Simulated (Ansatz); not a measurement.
Crystal: TaSi2.

```
Ta Si
1.0
     4.78390    0.00000    0.00000
    -2.39195    4.14298    0.00000
     0.00000    0.00000    6.57000
Ta Si
3 6
Direct
  0.00000 0.50000 0.33333
  0.50000 0.50000 0.66667
  0.50000 0.00000 0.00000
  0.31794 0.15897 0.33333
  0.15897 0.84103 0.66667
  0.84103 0.68206 0.00000
  0.68206 0.84103 0.33333
  0.84103 0.15897 0.66667
  0.15897 0.31794 0.00000
```

| Property | Result |
| --- | --- |
| Program | Ansatz 0.2.0 |
| Task | relaxation of cell and atoms |
| Functional | BLYP |
| Dispersion | D3(BJ) |
| Potentials or basis | Ansatz PAW |
| Cutoff | 420 eV (not typed: the program's choice for these potentials) |
| k mesh | 5 × 5 × 3 |
| Occupations | fermi-dirac, width 0.05 eV |
| Spin | no spin polarisation |

At the start: volume 14.47 Å³/atom.

How do energy, volume and symmetry change on relaxing?

It ends after 5 steps and the volume is 14.15 Å³/atom (-2.2 %); space group P6_422 (No. 181, to 0.05 Å).

Step by step:
```
step  energy change (eV)  largest force (eV/Å)  volume (Å³)
   1              0.0000                0.0025       130.21
   2             -0.0303                0.1171       125.79
   3             -0.0440                0.0061       127.40
   4             -0.0441                0.0004       127.35
   5             -0.0432                0.0005       127.35
```

Final structure:
```xyz
9
Lattice="4.7586 0.0000 0.0000 -2.3793 4.1211 0.0000 0.0000 0.0000 6.4940" Properties=species:S:1:pos:R:3 pbc="T T T"
Ta   -1.1897    2.0606    2.1647
Ta    1.1897    2.0606    4.3293
Ta    2.3793    0.0000    0.0000
Si    1.1326    0.6539    2.1647
Si   -1.2467    3.4672    4.3293
Si    2.3793    2.8133    0.0000
Si    1.2467    3.4672    2.1647
Si    3.6260    0.6539    4.3293
Si    0.0000    1.3078    0.0000
```

Caveat: the plane-wave basis is chosen anew once the cell has moved, so the energies of steps on either side of that aren't comparable; pairwise dispersion overbinds metals, which lowers pressure and volume; the PAW data sets come from PBE, with cores solved anew for the run's functional, which leaves a small shift of forces and pressure.
